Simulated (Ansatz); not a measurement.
Co in Ansatz: convergence with k mesh

Input of the first run (k mesh 4 × 4 × 2); the others differ in this setting and in those tied to it:

File input.yaml:

```yaml
crystal:
  lattice:
    - [2.4719999032, 0.0, 0.0]
    - [-1.2359999516, 2.1408147143, 0.0]
    - [0.0, 0.0, 4.02114408]
  atoms:
    - { symbol: Co, position: [0.664846, 0.312703, 0.742733], spin: 2.0 }
    - { symbol: Co, position: [0.343336, 0.652887, 0.240112], spin: 2.0 }
hamiltonian:
  xc: r2scan
  pseudopotentials: { kind: nc, accuracy: standard }
magnetization:
  spin_polarized: true
kpoints:
  mp_grid: { grid: [4, 4, 2] }
scf:
  occupations: { method: fermi_dirac, width: 0.05 }
output:
  forces: true
  stress: true
  eigenvalues: true
```

Potentials or basis: PseudoDojo standard (PBE files).

The run is started by

```bash
$ ansatz run input.yaml --threads 2 --pin off --max-ram 5632MiB --backend cpu --events-out ev --progress --plain --runs-dir out
```

The cell isn't the ideal one: atoms moved at random, drawn with an rms of 0.05 Å.

Hardware: 2 threads of AMD EPYC 9R14 (Zen 4) (shared host).

```tsv
k mesh	energy less the tightest run, at zero smearing (meV/atom)	pressure (GPa)	largest force (eV/Å)	absolute moment (μB)	SCF cycles	CPU time (s)	peak memory (GiB)
4 × 4 × 2	29.00	-3.72	0.055	3.84	11	9.7	0.5
5 × 5 × 3	16.41	-0.42	0.043	4.15	12	15	0.55
6 × 6 × 3	-39.61	-5.20	0.092	3.88	10	17	0.6
7 × 7 × 4	9.70	-1.74	0.053	4.09	13	32	0.73
9 × 9 × 5	7.00	-3.38	0.060	3.96	11	55	0.97
11 × 11 × 6	4.87	-4.21	0.053	3.90	11	95	1.3
14 × 14 × 8	-1.35	-3.11	0.043	3.99	11	190	2.3
17 × 17 × 9	-2.97	-4.17	0.057	3.92	11	310	3.4
20 × 20 × 11	0.00	-3.73	0.051	3.95	11	540	5
```

Not settled before the last step: the energy (to 1 meV/atom), the pressure (to 0.1 GPa), the largest force (to 0.005 eV/Å), the absolute moment (to 0.02 μB). Meshes of other sizes hit other points, so gaps and Fermi surfaces needn't settle smoothly. The tightest run that finished is the yardstick and may itself not be fully converged.

Caveat, for the tightest run too: the meta-GGA runs on potentials made for a GGA; the magnetic or orbital state may not be the lowest; the potentials were made for another functional, which shifts forces and pressure.
